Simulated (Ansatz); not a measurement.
The system is Ir.

```
Ir
1.0
     2.75138    0.00000    0.00000
    -1.37569    2.38276    0.00000
     0.00000    0.00000    4.46229
Ir
2
Direct
  0.33333 0.66667 0.25000
  0.66667 0.33333 0.75000
```

This isn't the form of Ir at room conditions, which is fcc.

| Item | Value |
| --- | --- |
| Program | Ansatz 0.2.0 |
| Task | relaxation of cell and atoms |
| Functional | HF |
| Potentials or basis | Ansatz PAW |
| Cutoff | 420 eV (not typed: the program's choice for these potentials) |
| k mesh | 6 × 6 × 3 |
| Occupations | fermi-dirac, width 0.05 eV |
| Spin | no spin polarisation |

At the start: volume 14.63 Å³/atom.

Q: How do energy, volume and symmetry change on relaxing?

A: It ends after 6 steps and the volume is 13.94 Å³/atom (-4.7 %); space group P6_3/mmc (No. 194, to 0.05 Å).

The path:
```
step  energy change (eV)  largest force (eV/Å)  volume (Å³)
   1              0.0000                0.0000        29.25
   2             -0.1059                0.0000        27.12
   3             -0.1342                0.0000        27.99
   4             -0.1349                0.0000        27.89
   5             -0.1349                0.0000        27.88
   6             -0.1342                0.0000        27.88
```

Final structure:
```cif
data_structure
_symmetry_space_group_name_H-M 'P 1'
_symmetry_Int_Tables_number 1
_cell_length_a 2.7399
_cell_length_b 2.7399
_cell_length_c 4.2885
_cell_angle_alpha 90.000
_cell_angle_beta 90.000
_cell_angle_gamma 120.000
_cell_volume 27.88
loop_
_atom_site_label
_atom_site_type_symbol
_atom_site_fract_x
_atom_site_fract_y
_atom_site_fract_z
_atom_site_occupancy
Ir1 Ir 0.33333 0.66667 0.25000 1
Ir2 Ir 0.66667 0.33333 0.75000 1
```

Caveat: the k mesh is coarse (spacing up to 0.47 Å⁻¹), so the values aren't converged, least of all with exact exchange; the plane-wave basis is chosen anew once the cell has moved, so the energies of steps on either side of that aren't comparable; the PAW data sets come from PBE, with cores solved anew for the run's functional, which leaves a small shift of forces and pressure.
